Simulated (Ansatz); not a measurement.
# Ga2O3: the cost of one run

Computed with Ansatz 0.2.0 (DFT, PBE, plane-wave PAW, default files, scalar-relativistic, unless a step's input says otherwise).

## 1. The system as given

The structure is monoclinic, space group C2/m (No. 12). Conventional cell: a = 12.214 Å, b = 3.037 Å, c = 5.798 Å, α = 90.00°, β = 103.83°, γ = 90.00°. Around Ga (site symmetry m) lie 4 O at 1.83 to 1.86 Å. Around Ga (site symmetry m) lie 6 O at 1.94 to 2.07 Å. Around O (site symmetry m) lie 3 Ga at 1.83 to 1.94 Å. O (site symmetry m) is surrounded by 4 Ga at 1.86 to 2.07 Å.

Coordinates:

```
Ga O
1.0
     6.10700   -1.51855    0.00000
     6.10700    1.51855    0.00000
    -1.38599    0.00000    5.63001
Ga O
4 6
Direct
  0.09050 0.09050 0.79460
  0.90950 0.90950 0.20540
  0.65866 0.65866 0.31402
  0.34134 0.34134 0.68598
  0.16450 0.16450 0.10980
  0.83550 0.83550 0.89020
  0.17330 0.17330 0.56320
  0.82670 0.82670 0.43680
  0.49590 0.49590 0.25660
  0.50410 0.50410 0.74340
```

The earlier run gave: gap on the mesh 2.43 eV, largest force 0.219 eV/Å, pressure 9.6 GPa.

The printed gradients, by site:

| site | atoms | first shell | V_zz (10²¹ V/m²) | η | C_Q (MHz) |
| --- | --- | --- | --- | --- | --- |
| Ga1 | 1, 2 | 4 O at 1.83–1.86 Å; also 3 O at 3.28–3.29 Å | 3.81 | 0.78 | 9.86 (⁷¹Ga) |
| Ga3 | 3, 4 | 6 O at 1.94–2.07 Å | 2.70 | 0.13 | 6.99 (⁷¹Ga) |
| O5 | 5, 6 | 3 Ga at 1.83–1.94 Å; also 3 Ga at 3.28–3.29 Å | -8.52 | 0.41 | 5.27 (¹⁷O) |
| O7 | 7, 8 | 4 Ga at 1.86–2.07 Å | 4.00 | 0.09 | -2.48 (¹⁷O) |
| O9 | 9, 10 | 3 Ga at 1.83–1.94 Å | -11.05 | 0.04 | 6.84 (¹⁷O) |

Conventions: |V_zz| ≥ |V_yy| ≥ |V_xx|, η = (V_xx − V_yy)/V_zz, C_Q = eQV_zz/h. Q values from Pyykkö, Mol. Phys. 116, 1328 (2018).

## 2. Z stretched by -2 %, ions relaxed

File input.yaml:

```yaml
crystal:
  lattice:
    - [6.107, -1.51855, 0.0]
    - [6.107, 1.51855, 0.0]
    - [-1.3859888959, 0.0, 5.5174085632]
  atoms:
    - { symbol: Ga, position: [0.0911833854, 0.0911833854, 0.7953103732] }
    - { symbol: Ga, position: [0.9088166146, 0.9088166146, 0.2046896268] }
    - { symbol: Ga, position: [0.6595088908, 0.6595088908, 0.3127354657] }
    - { symbol: Ga, position: [0.3404911092, 0.3404911092, 0.6872645343] }
    - { symbol: O, position: [0.1689536157, 0.1689536157, 0.1084335272] }
    - { symbol: O, position: [0.8310463843, 0.8310463843, 0.8915664728] }
    - { symbol: O, position: [0.1722026499, 0.1722026499, 0.560313389] }
    - { symbol: O, position: [0.8277973501, 0.8277973501, 0.439686611] }
    - { symbol: O, position: [0.4967068351, 0.4967068351, 0.2537038787] }
    - { symbol: O, position: [0.5032931649, 0.5032931649, 0.7462961213] }
kpoints:
  mp_grid: { grid: [10, 10, 6] }
scf:
  occupations: { method: fermi_dirac, width: 0.02 }
hamiltonian:
  xc: pbe
  pseudopotentials: { kind: paw }
output:
  forces: true
  stress: true
  populations: true
  efg:
    quadrupole_moments_barn: { Ga: 0.107, O: -0.02558 }
    contact_densities: true
  write_density: true
  write_potential: true
  elf: true
  volumetric_format: npy
relax:
  f_tol: 0.02
  max_steps: 60
```

Command:

```bash
ansatz run input.yaml --threads 4 --pin off --max-ram 8192MiB --backend cpu --events-out ev --progress --plain --runs-dir out
```

What time and memory should one allow on 4 threads of AMD EPYC 9R14 (Zen 4), shared host?

About 44 s, with a peak of 1.1 GiB.
